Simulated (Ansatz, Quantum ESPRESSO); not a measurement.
## BaTiO3 [001], tetragonal: uniaxial strain and lateral response

The c axis is held at a set length while the cell relaxes sideways. How do the lateral strain and the stress follow? The strained cell has c along the load; unstrained it is a = 3.9573 Å, b = 3.9573 Å, c = 4.0509 Å, α = 90.00°, β = 90.00°, γ = 90.00°, with 5 atoms. The symmetry of the cell is held, so distortions that would lower it, which this phase may prefer, aren't tested.

Calculated with Quantum ESPRESSO 7.5, PBEsol, PseudoDojo 0.4.1 norm-conserving potentials, cutoff 1170 eV, Fermi–Dirac smearing 0.02 eV, k-mesh 7×7×7, no spin polarisation, no spin-orbit coupling.

Relaxed positions at 0 %:

```
atom       x       y       z
  Ba  0.0000  0.0000  0.0059
  Ti  0.5000  0.5000  0.5217
   O  0.5000  0.5000  0.9754
   O  0.5000  0.0000  0.4870
   O  0.0000  0.5000  0.4870
```

```
ε_c (%)   a (Å)   c (Å)  ε_a (%)  σ (GPa, tension positive)
     −3  3.9848  3.9294    0.696                      −4.03
     −2  3.9752  3.9699    0.454                      −2.44
     −1  3.9660  4.0104    0.220                      −1.10
      0  3.9573  4.0509    0.000                      −0.01
      1  3.9488  4.0914   −0.213                       0.89
      3  3.9328  4.1724   −0.618                       2.25
```

**Question.** Fit both responses and give the free strain and the stress at +2 %, a row left out above.

Least squares with y = y0 + y1 ε + y2 ε² (ε in %) gives ε_a = −0.001 + (−0.2187) ε + (0.0044) ε² and σ = 0.00 + (1.038) ε + (−0.098) ε² GPa. The linear terms put the ratio of free to applied strain at −0.219 and the Young modulus at 104 GPa. The rows at ±1 % alone give −0.217 and 99 GPa, so higher orders enter the wide fit.

At +2 % the free strain comes out as −0.420 %. The run itself gives −0.418 %, so the estimate misses by 0.002 %; the fitted rows themselves lie up to 0.002 % off the law.

The stress comes out as 1.68 GPa. The run itself gives 1.64 GPa, so the estimate misses by 0.04 GPa; the fitted rows themselves lie up to 0.05 GPa off the law.

The negative ε² term means that the crystal stiffens in compression and softens in tension.

The same fit over all rows at other levels or in other programs gives the strain ratio = −0.219 with PBEsol (Ansatz) and −0.220 with PBEsol (Quantum ESPRESSO, GBRV).

[Logs are printed without paths, hosts, clocks, repeated set-up lines and the standing remarks that a program may print on its own settings, such as how far it seeks lower states.]
